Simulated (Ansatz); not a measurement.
This log comes from Ansatz, run on BN (R3m) from a database structure. The geometry is the r2SCAN+rVV10 minimum.

The cell given to it:
```xyz
2
Lattice="2.4882 0.0028 -0.2445 -1.2345 2.1604 0.2445 -0.9250 -0.9088 3.3134" Properties=species:S:1:pos:R:3 pbc="T T T"
B     1.2477    2.1502   -0.0203
N     0.3161   -0.1996    3.2088
```

The log, with set-up remarks and timings taken out:
```
Warning: 1 symmetry operations that the atoms keep within the bar at which the run's group was sought (crystal.symmetry.tolerance 1.0e-5, or twice it) were not taken beside the 1 unitary ones that the detection took (of a slab, those that keep its plane). […]
Pseudopotential: B, paw, valence charge 3, recommended cutoff 420 eV (normal)
Pseudopotential: N, paw, valence charge 5, recommended cutoff 420 eV (normal)
Functional definition: HSE06
Crystal: 2 atoms, lattice volume = 17.613 Å³
Basis set: ecut = 420 eV, 347 PW (Γ)
Bands: 8, of which v1, the nominal top of the filled ones, is band 4 counted from 1 (3 counted from 0)
Symmetry: 1 space group operations
Space group: P1 (ITA 1)
k-points: 112 of 216 (time reversal used)
Exchange kernel: α = 0.2500, screened, ω = 0.2079 Å⁻¹, Wigner–Seitz truncation, v(0) = 1029.2278 eV·Å³, q-mesh 6×6×6
hybrid outer 1: dexx = +3.090e-3 eV, tail = 6.53e-6 eV
hybrid outer 2: dexx = +7.423e-8 eV, tail = 3.87e-8 eV, Δε = 2.10e-3 eV
hybrid SCF converged: 2 outer / 8 inner (+2 warm-up)
Free energy (F): -542.513093 eV
Fermi energy:    4.145718 eV
--- G₀W₀: contour deformation, 6 samples at zero and on the imaginary axis and 2 off it, 216 q-points, 66 empty bands' worth ---
    ik  band        ε_KS         Σx   Σc(E_QP)       V_xc       Z   E_QP_lin       E_QP  E_QP is
     0     3      2.6291   -23.7123     3.0294   -20.2205  0.8208     2.1651     2.1666  root
     0     4      2.6291   -23.7123     3.0294   -20.2205  0.8208     2.1651     2.1666  root
     0     5     10.7317    -4.9520    -3.7959    -8.8714  0.8594    10.8552    10.8551  root
     0     6     17.6495    -8.0360    -4.9917   -14.0800  0.8346    18.7111    18.7018  root
    15     3      0.1851   -23.4802     3.4853   -19.4873  0.8079    -0.3249    -0.3225  root
    15     4      2.3153   -20.1082     2.6985   -16.9428  0.8023     1.8463     1.8484  root
    15     5     12.9209    -6.3692    -4.6688   -11.5482  0.8222    13.4337    13.4311  root
    15     6     14.0054    -5.3075    -4.3496    -9.9506  0.8422    14.2996    14.2989  root
    16     3     -0.3864   -23.5406     3.6135   -19.4167  0.8044    -0.8994    -0.8968  root
    16     4      3.5716   -20.4235     2.4737   -17.5202  0.8099     3.1405     3.1420  root
    16     5     10.9134    -6.2090    -4.3418   -11.0492  0.8369    11.4135    11.4117  root
    16     6     15.7721    -7.8063    -4.8880   -13.3342  0.8285    16.4158    16.4119  root
    18     3     -0.4494   -23.4925     3.6239   -19.3520  0.8041    -0.9686    -0.9660  root
    18     4      2.9462   -19.7843     2.5519   -16.7339  0.8085     2.4457     2.4478  root
    18     5     10.1072    -6.2997    -4.0852   -10.8464  0.8419    10.5702    10.5687  root
    18     6     15.6056    -7.8286    -4.8078   -13.2856  0.8331    16.2584    16.2547  root
    19     3     -0.4704   -23.4771     3.6273   -19.3313  0.8039    -0.9915    -0.9889  root
    19     4      2.8168   -19.7771     2.5890   -16.6802  0.8077     2.3066     2.3089  root
    19     5      9.6431    -6.0171    -3.9691   -10.4023  0.8461    10.0602    10.0591  root
    19     6     15.6413    -7.9321    -4.8167   -13.4229  0.8339    16.3193    16.3154  root
    20     3      0.5333   -23.4149     3.3991   -19.4918  0.8067     0.0068     0.0094  root
    20     4      1.6550   -23.5154     3.1874   -19.8425  0.8162     1.1677     1.1695  root
    20     5     12.2226    -5.2704    -3.9537    -9.4189  0.8518    12.4177    12.4174  root
    20     6     17.1096    -7.6126    -5.2401   -13.6102  0.8082    17.8773    17.8670  root
    22     3      0.4822   -23.6604     3.4278   -19.7002  0.8083    -0.0528    -0.0502  root
    22     4      1.6335   -23.5017     3.1920   -19.8219  0.8161     1.1437     1.1456  root
    22     5     15.6800    -8.0492    -5.0493   -13.6801  0.7928    16.2672    16.2615  root
    22     6     16.9902    -8.0475    -4.9588   -13.8690  0.8307    17.8603    17.8529  root
    24     3      0.4700   -23.5581     3.4213   -19.6043  0.8078    -0.0651    -0.0625  root
    24     4      1.6836   -23.5433     3.1842   -19.8767  0.8163     1.1994     1.2013  root
    24     5     13.5854    -6.2523    -4.2219   -10.8056  0.8373    13.9177    13.9168  root
    24     6     17.2840    -8.0031    -5.0328   -13.9133  0.8251    18.1695    18.1615  root
    25     3      0.5179   -22.5046     3.3384   -18.6522  0.8011     0.0011     0.0039  root
    25     4      1.6811   -23.5386     3.1837   -19.8724  0.8163     1.1968     1.1987  root
    25     5     11.8089    -4.9640    -3.8904    -9.0084  0.8557    11.9631    11.9629  root
    25     6     17.3347    -7.5861    -5.1025   -13.4987  0.8177    18.1532    18.1449  root
  […]
```

The points are ik 0 = (0, 0, 0) (Γ), ik 15 = (0, 1/3, -1/6), ik 16 = (0, -1/2, 0), ik 18 = (0, -1/2, 1/3), ik 19 = (0, -1/2, -1/2), ik 20 = (1/6, 0, 0), ik 22 = (1/6, 0, 1/3), ik 24 = (1/6, 0, -1/3), ik 25 = (1/6, 0, -1/6), ik 37 = (1/6, 1/3, -1/6), ik 38 = (1/6, -1/2, 0), ik 44 = (1/6, -1/3, 0); band 4 is the last filled one.

Task: Which of these blocks stood in the input: relax, gw, phonons, dielectric, magnetization (spin_orbit)?

Result: gw. The quasiparticle table needs the gw block.

Task: Which k mesh was typed?

Result: 6×6×6, Γ-centred.

Task: How were the bands filled?

Result: Fixed occupations.

Command: `ansatz run input.yaml --threads 2 --pin off --max-ram 3686MiB --backend cpu --events-out ev --progress --plain --runs-dir out`. Wall time 2 min on 2 threads of Arm Neoverse V2, on a shared host; peak host memory 0.83 GiB.

Calculated for a static, non-magnetic cell.
